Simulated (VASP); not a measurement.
# InSb (F-43m) in VASP: relaxation of cell and atoms with PBE

Aim: the relaxation of cell and atoms of InSb with PBE.

Everything below comes from runs of VASP 6.6.1. Logs are shortened: lines on timing, memory, paths and dates and some standing lists are left out, and cuts for length are marked.

### Step 1. The structure

The structure is cubic, space group F-43m (No. 216). Conventional cell: a = 6.478 Å, b = 6.478 Å, c = 6.478 Å, α = 90.00°, β = 90.00°, γ = 90.00°. In (site symmetry -43m) has 4 Sb at 2.81 Å as nearest neighbours. Sb (site symmetry -43m) is surrounded by 4 In at 2.81 Å.

### Step 2. Relaxation of cell and atoms, PBE

INCAR reads:

```
PREC     = Accurate       # precision mode
ENCUT    = 600            # plane-wave cutoff, eV
EDIFF    = 1E-7           # SCF threshold, eV
ISMEAR   = 0              # smearing method
SIGMA    = 0.02           # smearing width, eV
LREAL    = F              # projectors in reciprocal space
LASPH    = T              # aspherical terms in the spheres
NELM     = 80             # most SCF steps
ALGO     = Fast           # electronic algorithm
ISIF     = 3              # what is computed and relaxed
LWAVE    = F              # write WAVECAR
LCHARG   = F              # write CHGCAR
GGA      = PE             # functional
IBRION   = 2              # ionic algorithm
NSW      = 80             # ionic steps
EDIFFG   = -0.004         # ionic threshold
```

KPOINTS reads:

```
Automatic mesh
0
Gamma
  8 8 8
```

POSCAR reads:

```
InSb
1.0
    0.0000000000      3.2391000000      3.2391000000
    3.2391000000      0.0000000000      3.2391000000
    3.2391000000      3.2391000000      0.0000000000
In Sb
1 1
Direct
    0.0000000000      0.0000000000      0.0000000000
    0.2500000000      0.2500000000      0.2500000000
```

Potentials or basis: VASP PAW PBE potentials, release 64 (In_d, Sb).

The run is started by

```
$ cat potpaw_PBE.64/In_d/POTCAR potpaw_PBE.64/Sb/POTCAR > POTCAR
$ mpirun -np 1 vasp_std > vasp.out
```

OUTCAR:

```text
PREC = Accurate
   ENCUT = 600
   EDIFF = 1E-7
   ISMEAR = 0
   LREAL = F
   LASPH = T
   NELM = 80
   ISIF = 3
   GGA = PE
   IBRION = 2
   NSW = 80
   EDIFFG = -0.004

 ion  position               nearest neighbor table
   1  0.000  0.000  0.000-   2 2.81   2 2.81   2 2.81   2 2.81
   2  0.250  0.250  0.250-   1 2.81   1 2.81   1 2.81   1 2.81

  LATTYP: Found a face centered cubic cell.
 ALAT       =     6.4782000000

  Lattice vectors:

 A1 = (   0.0000000000,   3.2391000000,   3.2391000000)
 A2 = (   3.2391000000,   0.0000000000,   3.2391000000)
 A3 = (   3.2391000000,   3.2391000000,   0.0000000000)

Analysis of symmetry for initial positions (statically):
=====================================================================
 Subroutine PRICEL returns:
 Original cell was already a primitive cell.

 Routine SETGRP: Setting up the symmetry group for a
 face centered cubic supercell.

 Subroutine GETGRP returns: Found 24 space group operations
 (whereof 24 operations were pure point group operations)
 out of a pool of 48 trial point group operations.

The static configuration has the point symmetry T_d .

Analysis of symmetry for dynamics (positions and initial velocities):
=====================================================================
 Subroutine PRICEL returns:
 Original cell was already a primitive cell.

 Routine SETGRP: Setting up the symmetry group for a
 face centered cubic supercell.

 Subroutine GETGRP returns: Found 24 space group operations
 (whereof 24 operations were pure point group operations)
 out of a pool of 48 trial point group operations.

The dynamic configuration has the point symmetry T_d .

 Subroutine INISYM returns: Found 24 space group operations
 (whereof 24 operations are pure point group operations),
 and found     1 'primitive' translations

----------------------------------------------------------------------------------------

                                     Primitive cell

  volume of cell :      67.9678

  direct lattice vectors                    reciprocal lattice vectors
     0.000000000  3.239100000  3.239100000    -0.154363867  0.154363867  0.154363867
     3.239100000  0.000000000  3.239100000     0.154363867 -0.154363867  0.154363867
     3.239100000  3.239100000  0.000000000     0.154363867  0.154363867 -0.154363867

  length of vectors
     4.580779150  4.580779150  4.580779150     0.267366060  0.267366060  0.267366060

  position of ions in fractional coordinates (direct lattice)
     0.000000000  0.000000000  0.000000000
[... 73 lines left out ...]
   LNONCOLLINEAR =      F non collinear calculations
   LSORBIT =      F    spin-orbit coupling
   LASPH  =      T    aspherical Exc in radial PAW
   ENCUT  =  600.0 eV  44.10 Ry    6.64 a.u.   9.15  9.15  9.15*2*pi/ulx,y,z
   NELM   =     80;   NELMIN=  2; NELMDL= -5     # of ELM steps
   EDIFF  = 0.1E-06   stopping-criterion for ELM
   LREAL  =      F    real-space projection
   EDIFFG = -.4E-02   stopping-criterion for IOM
   NSW    =     80    number of steps for IOM
   IBRION =      2    ionic relax: 0-MD 1-quasi-New 2-CG
   NFREE  =      1    steps in history (QN), initial steepest desc. (CG)
   ISIF   =      3    stress and relaxation
   ISYM   =      2    0-nonsym 1-usesym 2-fastsym
   POTIM  = 0.5000    time-step for ionic-motion
   TEBEG  =    0.0;   TEEND  =   0.0 temperature during run
   PSTRESS=    0.0 pullay stress
   NELECT =      18.0000    total number of electrons
   NUPDOWN=      -1.0000    fix difference up-down
   EMIN   =  10.00;   EMAX   =-10.00  energy-range for DOS
   EFERMI =   0.00;   METHOD = LEGACY
   ISMEAR =     0;   SIGMA  =   0.02  broadening in eV -4-tet -1-fermi 0-gaus
   EFERMI_NEDOS =   21; number of points for ismear=-14 and -15
   IALGO  =     68    algorithm
   IMIX   =      4    mixing-type and parameters
     AMIX     =   0.40;   BMIX     =  1.00
     AMIX_MAG =   1.60;   BMIX_MAG =  1.00
  volume/ion in A,a.u.               =      33.98       229.33
  Fermi-wavevector in a.u.,A,eV,Ry     =   1.051311  1.986690 15.037912  1.105255
  Thomas-Fermi vector in A             =   2.186349
   LORBIT       =      0    0 simple, 1 ext, 2 COOP (PROOUT), +10 PAW based schemes
   GGA     = PE    functional components
   LHFCALC =     F    Hartree Fock is set to
   AEXX    =    0.0000 exact exchange contribution
   IVDW    =     0    specifies the selected vdW correction
   LEPSILON=     F    determine dielectric tensor
   LRPA    =     F    only Hartree local field effects (RPA)
 conjugate gradient relaxation of ions
 non-spin polarized calculation
 RMM-DIIS sequential band-by-band and
 Gauss-broadening in eV      SIGMA  =   0.02
  energy-cutoff  :      600.00
  volume of cell :       67.97
 maximum number of plane-waves:      2280
 NGX is ok and might be reduce to    40
   NGX = 19   NGY = 19   NGZ = 19

--------------------------------------- Ionic step        1  -------------------------------------------

 number of electron      18.0000001 magnetization

 Free energy of the ion-electron system (eV)
  ---------------------------------------------------
  ext. energy  EPLUGINS =         0.00000000
  ---------------------------------------------------
  free energy    TOTEN  =        -6.90201468 eV

  energy without entropy =       -6.90195443  energy(sigma->0) =       -6.90198456

 E-fermi :   5.1170     XC(G=0):  -8.6865

 val. band max:        5.1108983278   @ k =   0.0000   0.0000   0.0000
 cond. band min:       5.6488633092   @ k =   0.5000   0.0000   0.0000
 fundamental gap:      0.5379649814
 Fermi energy:         5.1169896561

 k-point     1 :       0.0000    0.0000    0.0000
  band No.  band energies     occupation
      1      -9.4970      2.00000
      2      -9.4970      2.00000
      3      -9.4970      2.00000
      4      -9.4119      2.00000
      5      -9.4119      2.00000
      6      -5.6093      2.00000
      7       4.9231      2.00000
      8       5.1109      1.33334
      9       5.1109      1.33334
     10       5.1109      1.33333
     11       8.0699      0.00000
     12       8.0699      0.00000
     13       8.0699      0.00000
[... 439 lines left out ...]
--------------------------------------- Ionic step        3  -------------------------------------------

 number of electron      18.0000000 magnetization

 Free energy of the ion-electron system (eV)
  ---------------------------------------------------
  ext. energy  EPLUGINS =         0.00000000
  ---------------------------------------------------
  free energy    TOTEN  =        -6.94828601 eV

  energy without entropy =       -6.94822576  energy(sigma->0) =       -6.94825589

 E-fermi :   4.3907     XC(G=0):  -8.3838

 val. band max:        4.3846224855   @ k =   0.0000   0.0000   0.0000
 cond. band min:       4.8034741337   @ k =   0.5000   0.0000   0.0000
 fundamental gap:      0.4188516483
 Fermi energy:         4.3907137954

 k-point     1 :       0.0000    0.0000    0.0000
  band No.  band energies     occupation
      1     -10.0864      2.00000
      2     -10.0864      2.00000
      3     -10.0864      2.00000
      4     -10.0196      2.00000
      5     -10.0196      2.00000
      6      -5.9039      2.00000
      7       3.7958      2.00000
      8       4.3846      1.33334
      9       4.3846      1.33334
     10       4.3846      1.33333
     11       7.3491      0.00000
     12       7.3491      0.00000
     13       7.3491      0.00000
[... 397 lines left out ...]
  FREE ENERGIE OF THE ION-ELECTRON SYSTEM (eV)
  ---------------------------------------------------
  free  energy   TOTEN  =        -6.9482860145 eV

  energy  without entropy=       -6.9482257557  energy(sigma->0) =       -6.94825589

 reached required accuracy - stopping structural energy minimisation
```

CONTCAR:

```text
InSb
   1.00000000000000
     0.0000000000000000    3.3171122112297957    3.3171122112297957
     3.3171122112297957   -0.0000000000000000    3.3171122112297957
     3.3171122112297957    3.3171122112297957   -0.0000000000000000
  In              Sb
     1     1
Direct
     0.0000000000000000    0.0000000000000000    0.0000000000000000
     0.2500000000000000    0.2500000000000000    0.2500000000000000

  0.00000000E+00  0.00000000E+00  0.00000000E+00
  0.00000000E+00  0.00000000E+00  0.00000000E+00
```

Wall time 82 s (1 thread of Intel Xeon 6975P-C (Granite Rapids), shared host); peak memory 0.26 GiB.

What came out:

```
Free energy                            : -6.9483 eV
Relaxed volume                         : 36.50 Å³/atom
Relaxed cell                           : a = 4.691 Å, b = 4.691 Å, c = 4.691 Å, α = 60.00°, β = 60.00°, γ = 60.00°
Space group after relaxing (to 0.05 Å) : F-43m (No. 216)
Energy gained by relaxing              : 23.1 meV/atom
Ionic steps                            : 3
Pressure after relaxing                : 0.0 GPa
Band gap on the k mesh                 : none (metal or under the smearing width)
```

The path:
```tsv
step	energy change (eV)	largest force (eV/Å)	pressure (GPa)	volume (Å³)
1	0.0000	0.0000	3.15	67.97
2	-0.0417	0.0000	-0.82	74.75
3	-0.0463	0.0000	0.02	73.00
```

Final structure:
```
CELL_PARAMETERS angstrom
0.00000 3.31711 3.31711
3.31711 0.00000 3.31711
3.31711 3.31711 0.00000
ATOMIC_POSITIONS crystal
In 0.00000 0.00000 0.00000
Sb 0.25000 0.25000 0.25000
```

Caveat: this crystal is a semiconductor, whose small gap the functional closes, so the metal is an error of the method.
